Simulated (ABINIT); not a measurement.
# ZnS (F-43m) in ABINIT: further runs

The runs below take ZnS through single point, with PBEsol, LDA, PBE.

All numbers are computed with ABINIT 10.8.3 (patched build); they aren't measurements. Logs are shortened: lines on timing, memory, paths and dates and some standing lists are left out, and cuts for length are marked. The log counts tension as positive stress, the text compression.

**What was measured.**

From “Electronic, vibrational, and thermodynamic properties of ZnS (zincblende and rocksalt structure)”, 2009, arxiv:0911.5022, for a bulk crystal of ZnS at 19 K: band gap 3.85 eV (direct).

The results are compared with them further down.

## 1. The structure

The structure is cubic, space group F-43m (No. 216). The conventional cell has a = 5.404 Å, b = 5.404 Å, c = 5.404 Å, α = 90.00°, β = 90.00°, γ = 90.00°. Around Zn (site symmetry -43m) lie 4 S at 2.34 Å. Around S (site symmetry -43m) lie 4 Zn at 2.34 Å.

## 2. Single point, PBEsol

The input, run.abi:

```
# Pseudopotentials
pp_dirpath "./"
pseudos "Zn.upf, S.upf"

# Structure
acell 3.8212050455 3.8212050455 3.8212050455 Angstrom
rprim
     0.0000000000     0.7071067812     0.7071067812
     0.7071067812     0.0000000000     0.7071067812
     0.7071067812     0.7071067812     0.0000000000
ntypat 2
znucl 30 16
natom 2
typat 1 2
xcart
     4.0530000000     4.0530000000     4.0530000000
     0.0000000000     0.0000000000     0.0000000000 Angstrom

# Plane-wave basis
ecut 38.0

# k points
kptopt 1
ngkpt 7 7 7
nshiftk 1
shiftk 0.0 0.0 0.0

# Exchange and correlation
ixc -116133

# Bands and occupations
nband 17
occopt 3
tsmear 0.00183747

# SCF cycle
nstep 100
tolvrs 1.0e-10

# Output
iomode 3
prtwf 0
prtden 0
prteig 0
prtebands 0
```

Potentials or basis: PseudoDojo NC SR PBEsol v0.4.1 standard.

The run is started by

```sh
> abinit run.abi > log 2>&1
```

run.abo:

```text
.Version 10.8.3 of ABINIT
 Symmetries : space group F-4 3 m (#216); Bravais cF (face-center cubic)
================================================================================
 Values of the parameters that define the memory need of the present run
     intxc =       0    ionmov =       0      iscf =       7    lmnmax =       6
     lnmax =       6     mgfft =      45  mpssoang =       3    mqgrid =    3001
     natom =       2  nloc_mem =       1    nspden =       1   nspinor =       1
    nsppol =       1      nsym =      24    n1xccc =    2501    ntypat =       2
    occopt =       3   xclevel =       2
       mpw =        3002          nfft =       91125          nkpt =          20
================================================================================
================================================================================

--------------------------------------------------------------------------------
------------- Echo of variables that govern the present computation ------------
--------------------------------------------------------------------------------
 -outvars: echo values of preprocessed input variables --------
            acell      7.2210310069E+00  7.2210310069E+00  7.2210310069E+00 Bohr
              amu      6.53900000E+01  3.20660000E+01
             ecut      3.80000000E+01 Hartree
              ixc     -116133
         kptrlatt        7    0    0      0    7    0      0    0    7
          kptrlen      5.05472170E+01
            natom           2
            nband          17
            ngfft          45      45      45
             nkpt          20
            nstep         100
             nsym          24
           ntypat           2
           occopt           3
           prtden           0
        prtebands           0
           prteig           0
            prtwf           0
            rprim      0.0000000000E+00  7.0710678120E-01  7.0710678120E-01
                       7.0710678120E-01  0.0000000000E+00  7.0710678120E-01
                       7.0710678120E-01  7.0710678120E-01  0.0000000000E+00
          spgroup         216
           tolvrs      1.00000000E-10
           tsmear      1.83747000E-03 Hartree
            typat      1  2
           xangst      4.0530000000E+00  4.0530000000E+00  4.0530000000E+00
                      -4.3055778998E-11 -4.3056003985E-11 -4.3055778998E-11
            xcart      7.6590599883E+00  7.6590599883E+00  7.6590599883E+00
                      -8.1363630444E-11 -8.1364055607E-11 -8.1363630444E-11
             xred      7.4999999999E-01  7.4999999999E-01  7.4999999999E-01
                      -7.9674322695E-12 -7.9673490028E-12 -7.9674322695E-12
            znucl       30.00000   16.00000

================================================================================

 chkinp: Checking input parameters for consistency.

[... 90 lines left out ...]

 Integrated electronic density in atomic spheres:
 ------------------------------------------------
 Atom  Sphere_radius  Integrated_density
    1        2.00000         18.11605615
    2        2.00000          3.92694032
================================================================================

 ----iterations are completed or convergence reached----

 Mean square residual over all n,k,spin=   26.267E-08; max=  89.226E-06
 reduced coordinates (array xred) for    2 atoms
       0.749999999992      0.749999999992      0.749999999992
      -0.000000000008     -0.000000000008     -0.000000000008
 rms dE/dt=  7.6160E-28; max dE/dt=  1.0771E-27; dE/dt below (all hartree)
    1       0.000000000000      0.000000000000     -0.000000000000
    2       0.000000000000      0.000000000000      0.000000000000

 cartesian coordinates (angstrom) at end:
    1      4.05300000000000     4.05300000000000     4.05300000000000
    2     -0.00000000004306    -0.00000000004306    -0.00000000004306

 cartesian forces (hartree/bohr) at end:
    1      0.00000000000000     0.00000000000000    -0.00000000000000
    2     -0.00000000000000    -0.00000000000000     0.00000000000000
 frms,max,avg= 1.0097890E-28 1.5820353E-28   0.000E+00  0.000E+00  0.000E+00 h/b

 cartesian forces (eV/Angstrom) at end:
    1      0.00000000000000     0.00000000000000    -0.00000000000000
    2     -0.00000000000000    -0.00000000000000     0.00000000000000
 frms,max,avg= 5.1925439E-27 8.1351528E-27   0.000E+00  0.000E+00  0.000E+00 e/A
 length scales=  7.221031006932  7.221031006932  7.221031006932 bohr
              =  3.821205045500  3.821205045500  3.821205045500 angstroms
 Fermi (or HOMO) energy (hartree) =   0.16970   Average Vxc (hartree)=  -0.37110
 Eigenvalues (hartree) for nkpt=  20  k points:
 kpt#   1, nband= 17, wtk=  0.00292, kpt=  0.0000  0.0000  0.0000 (reduced coord)
  -4.44669   -2.76786   -2.76786   -2.76786   -0.35097   -0.10176   -0.10176   -0.10176
  -0.08348   -0.08348    0.13228    0.13228    0.13228    0.20487    0.36310    0.36310
   0.36310
      occupation numbers for kpt#   1
   2.00000    2.00000    2.00000    2.00000    2.00000    2.00000    2.00000    2.00000
   2.00000    2.00000    2.00000    2.00000    2.00000    0.00000    0.00000    0.00000
   0.00000
 prteigrs : prtvol=0 or 1, do not print more k-points.

--- !EnergyTerms
iteration_state     : {dtset: 1, }
comment             : Components of total free energy in Hartree
kinetic             :  9.61918270720837E+01
hartree             :  9.21696281127250E+01
xc                  : -2.54081604808908E+01
Ewald energy        : -1.07297656326798E+02
psp_core            :  3.44639497717697E+00
local_psp           : -2.32594304098328E+02
non_local_psp       : -4.65010382216684E+01
internal            : -2.19993308965699E+02
'-kT*entropy'       : -2.18942158037530E-12
total_energy        : -2.19993308965701E+02
total_energy_eV     : -5.98632290179713E+03
band_energy         : -2.67793577535528E+01
...

 Cartesian components of stress tensor (hartree/bohr^3)
  sigma(1 1)=  8.28119667E-05  sigma(3 2)=  0.00000000E+00
  sigma(2 2)=  8.28119667E-05  sigma(3 1)=  0.00000000E+00
  sigma(3 3)=  8.28119667E-05  sigma(2 1)=  0.00000000E+00

-Cartesian components of stress tensor (GPa)         [Pressure= -2.4364E+00 GPa]
- sigma(1 1)=  2.43641218E+00  sigma(3 2)=  0.00000000E+00
- sigma(2 2)=  2.43641218E+00  sigma(3 1)=  0.00000000E+00
- sigma(3 3)=  2.43641218E+00  sigma(2 1)=  0.00000000E+00

== END DATASET(S) ==============================================================
================================================================================

 -outvars: echo values of variables after computation  --------
            acell      7.2210310069E+00  7.2210310069E+00  7.2210310069E+00 Bohr
           etotal     -2.1999330897E+02
            fcart      5.2734511035E-29  5.2734511035E-29 -1.5820353310E-28
                      -5.2734511035E-29 -5.2734511035E-29  1.5820353310E-28
            rprim      0.0000000000E+00  7.0710678120E-01  7.0710678120E-01
                       7.0710678120E-01  0.0000000000E+00  7.0710678120E-01
                       7.0710678120E-01  7.0710678120E-01  0.0000000000E+00
           strten      8.2811966684E-05  8.2811966684E-05  8.2811966684E-05
                       0.0000000000E+00  0.0000000000E+00  0.0000000000E+00
           xangst      4.0530000000E+00  4.0530000000E+00  4.0530000000E+00
                      -4.3055778998E-11 -4.3056003985E-11 -4.3055778998E-11
             xred      7.4999999999E-01  7.4999999999E-01  7.4999999999E-01
                      -7.9674322695E-12 -7.9673490028E-12 -7.9674322695E-12
 Calculation completed.
```

It took 51 s on 1 thread of Arm Neoverse V1, shared host; peak memory 0.09 GiB.

Results:

| Property | Result |
| --- | --- |
| Free energy | -5986.3229 eV |
| Pressure | -2.4 GPa |
| Band gap on the k mesh | 1.98 eV, direct |
| Valence electrons inside the program's atomic spheres | Zn 18.12; S 3.93 |

## 3. Single point, LDA

The input, run.abi:

```
# Pseudopotentials
pp_dirpath "./"
pseudos "Zn.upf, S.upf"

# Structure
acell 3*1.0 Angstrom
rprim
     0.0000000000     2.7020000000     2.7020000000
     2.7020000000     0.0000000000     2.7020000000
     2.7020000000     2.7020000000     0.0000000000
ntypat 2
znucl 30 16
natom 2
typat 1 2
xred
     0.7500000000     0.7500000000     0.7500000000
     0.0000000000     0.0000000000     0.0000000000

# Plane-wave basis
ecut 816.341587 eV

# k points
kptopt 1
ngkpt 7 7 7
nshiftk 1
shiftk 0.0 0.0 0.0

# Exchange and correlation
ixc 7

# Bands and occupations
nband 17
occopt 3
tsmear 0.05 eV

# SCF cycle
nstep 100
tolvrs 1.0e-10

# Output
iomode 3
prtwf 0
prtden 0
prteig 0
prtebands 0
enunit 2
```

Potentials or basis: PseudoDojo NC SR LDA v0.4.1 standard.

The run is started by

```sh
> abinit run.abi > log 2>&1
```

Run time: 22 s. Hardware: 1 thread of Arm Neoverse V2, shared host; peak memory 0.07 GiB.

It converged, with:

```
Free energy                                           : -5986.6543 eV
Band gap on the k mesh                                : 1.85 eV, direct
Valence electrons inside the program's atomic spheres : Zn 18.15; S 3.93
```

Levels at points of the mesh, in eV from the valence-band top:
```
           k point  band 9  band 10  band 11  band 12  band 13  band 14  band 15  band 16  band 17
(0.00, 0.00, 0.00)   -6.04    -6.04     0.00     0.00     0.00     1.85     6.23     6.23     6.23
```

Caveat: the cutoff is too short for stress, so the log's stress isn't used.

## 4. Single point, PBE, spin-orbit coupling, no magnetisation

The input, run.abi:

```
pp_dirpath "./"
pseudos "Zn.GGA_PBE-JTH.xml, S.GGA_PBE-JTH.xml"

acell 3.8212050455 3.8212050455 3.8212050455 Angstrom
rprim
     0.0000000000     0.7071067812     0.7071067812
     0.7071067812     0.0000000000     0.7071067812
     0.7071067812     0.7071067812     0.0000000000
ntypat 2
znucl 30 16
natom 2
typat 1 2
xred
     0.7500000000     0.7500000000     0.7500000000
     0.0000000000     0.0000000000     0.0000000000

ecut 435.382180 eV
pawecutdg 32.0

kptopt 4
ngkpt 7 7 7
nshiftk 1
shiftk 0.0 0.0 0.0

ixc 11

nband 26
occopt 3
tsmear 0.00183747

nspinor 2
nspden 1
pawspnorb 1

nstep 100
tolvrs 1.0e-9

iomode 3
prtwf 0
prtden 0
prteig 0
prtebands 0
enunit 1
```

Potentials or basis: JTH PAW PBE v2.0.

The run is started by

```sh
> abinit run.abi > log 2>&1
```

It took 2.1 min on 1 thread of Arm Neoverse V1, shared host; peak memory 0.12 GiB.

Results (log left out):

- Free energy: -2032.5173 eV
- Band gap on the k mesh: 2.07 eV, direct
- Valence electrons inside the program's atomic spheres: Zn 10.81; S 3.61

Levels at points of the mesh, in eV from the valence-band top:
| k point | band 16 | band 17 | band 18 | band 19 | band 20 | band 21 |
| --- | --- | --- | --- | --- | --- | --- |
| (0.00, 0.00, 0.00) | 0.00 | 0.00 | 0.00 | 2.07 | 2.07 | 6.25 |

Caveat: the cutoff is too short for stress, so the log's stress isn't used. As with any semilocal functional, this PBE gap is likely too small.

## 5. The runs side by side

```csv
level,potentials or basis,spin,cutoff (eV),fine-grid cutoff,gap on the mesh (eV)
PBEsol,PseudoDojo NC SR PBEsol v0.4.1 standard,off,1034,-,1.98
LDA,PseudoDojo NC SR LDA v0.4.1 standard,off,816,-,1.85
PBE,JTH PAW PBE v2.0,"SOC, no magnetisation",435,870.764 eV,2.07
```

Alike in all rows: task single point; cell as given; k mesh 7 × 7 × 7; smearing fermi-dirac 0.05 eV.

Absolute energies hang on the potentials; compare differences alone.

## 6. Comparison with measurements

Step 2. Measured gap of ZnS: 3.85 eV (direct; 19 K; quoted in “Electronic, vibrational, and thermodynamic properties of ZnS (zincblende and rocksalt structure)”, 2009, arxiv:0911.5022). This calculation gives 1.98 eV (-1.87 eV). The value is that of PBEsol, without temperature or zero-point motion. Semilocal functionals fall short of measured gaps as a rule.
